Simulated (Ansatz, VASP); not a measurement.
# Sc in VASP and in Ansatz

```
CELL_PARAMETERS angstrom
-1.91721 1.91721 1.71760
1.91721 -1.91721 1.71760
1.91721 1.91721 -1.71760
ATOMIC_POSITIONS crystal
Sc 0.00000 0.00000 0.00000
```

This isn't the form of Sc at room conditions, which is hcp.

Alike in both runs: task single point; functional LDA; k mesh 13 × 13 × 13; occupations fermi-dirac, width 0.03 eV; no spin polarisation.

```csv
,VASP,Ansatz
version,VASP 6.6.1,Ansatz 0.2.0
potentials or method,"VASP PAW LDA potentials, release 64 (Sc_sv), cutoff 520 eV","all-electron LAPW, scalar-relativistic"
```

Ansatz gave:

| Quantity | Value |
| --- | --- |
| pressure (GPa) | -5.4 |
| largest component of the traceless stress (GPa) | 0.23 |

Question: What did VASP give for the same quantities?

Answer: Pressure (GPa): -5.4; largest component of the traceless stress (GPa): 0.22.

Ansatz ran all-electron here, so the differences hold the error of VASP's frozen core and of both bases.
